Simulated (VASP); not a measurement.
SiO, 2 atoms in the cell. The structure is cubic, space group Pm-3m (No. 221). The conventional cell has a = 2.807 Å, b = 2.807 Å, c = 2.807 Å, α = 90.00°, β = 90.00°, γ = 90.00°. Si (site symmetry m-3m) has 8 O at 2.43 Å as nearest neighbours. Around O (site symmetry m-3m) lie 8 Si at 2.43 Å. The cell was built by a generator and needn't be a form met in nature.

| Property | Result |
| --- | --- |
| Program | VASP 6.6.1 |
| Task | relaxation of cell and atoms |
| Functional | r2SCAN |
| Potentials or basis | VASP PAW PBE potentials, release 64 (Si, O) |
| Cutoff | 600 eV |
| k mesh | 9 × 9 × 9 |
| Occupations | gaussian, width 0.05 eV |
| Spin | no spin polarisation |
| Further INCAR settings | ALGO = Normal; EDIFF = 1e-06; IBRION = 2; EDIFFG = -0.005; NSW = 60; ISIF = 3 |

Potentials or basis: VASP PAW PBE potentials, release 64 (Si, O).

The run is started by

```sh
$ cat potpaw_PBE.64/Si/POTCAR potpaw_PBE.64/O/POTCAR > POTCAR
$ mpirun -np 1 vasp_std > vasp.out
```

Hardware: 1 thread of AMD EPYC 9R45 96-Core Processor (Zen 5), with other jobs on the host.

Problem. How long does it take, and how much memory?

Solution. Wall time 32 s on 1 thread of AMD EPYC 9R45 96-Core Processor (Zen 5), with other jobs on the host, peak memory 0.11 GiB. Counts: scf iterations 28, k points 35, ion steps 3.
